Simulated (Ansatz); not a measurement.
The system is EuO.

```
CELL_PARAMETERS angstrom
0.00000 2.57195 2.57195
2.57195 0.00000 2.57195
2.57195 2.57195 0.00000
ATOMIC_POSITIONS crystal
Eu 0.00000 0.00000 0.00000
O 0.50000 0.50000 0.50000
```

Base run:

- Program: Ansatz 0.2.0
- Functional: PBEsol
- Potentials or basis: all-electron LAPW, scalar-relativistic
- Cutoff: 291 eV (chosen from the basis error)
- Basis error allowed: 0.001 eV/atom
- k mesh: 9 × 9 × 9
- Occupations: fermi-dirac, width 0.05 eV
- Spin: collinear spin, ferromagnetic start
- Starting moments: [7.0, 0.0] μB
- Hubbard terms: Eu f U = 8 eV

Its results: band gap on the k mesh 0.81 eV, indirect (least direct gap 1.10 eV); pressure -2.0 GPa; net moment 7.00 μB per cell; site moments Eu +6.95; O -0.10 μB.

Problem. The run is repeated on the same cell with these changes: hubbard terms from Eu f U = 8 eV to Eu f U = 4 eV. What comes out?

Solution. Band gap on the k mesh none (metal or under the smearing width); pressure -4.7 GPa; net moment 7.00 μB per cell; site moments Eu +6.92; O -0.10 μB.

Caveats: the magnetic state may not be the lowest; an open f shell can end in a state above the lowest; U is the effective U less J, on atomic orbitals that reach past the spheres; spin-orbit coupling is left out, which moves the levels of the heavy elements; a cell with one magnetic atom can't hold antiferromagnetic order, which such compounds often take; an odd mesh through Γ misses points on the zone boundary, where band edges often lie (some runs).
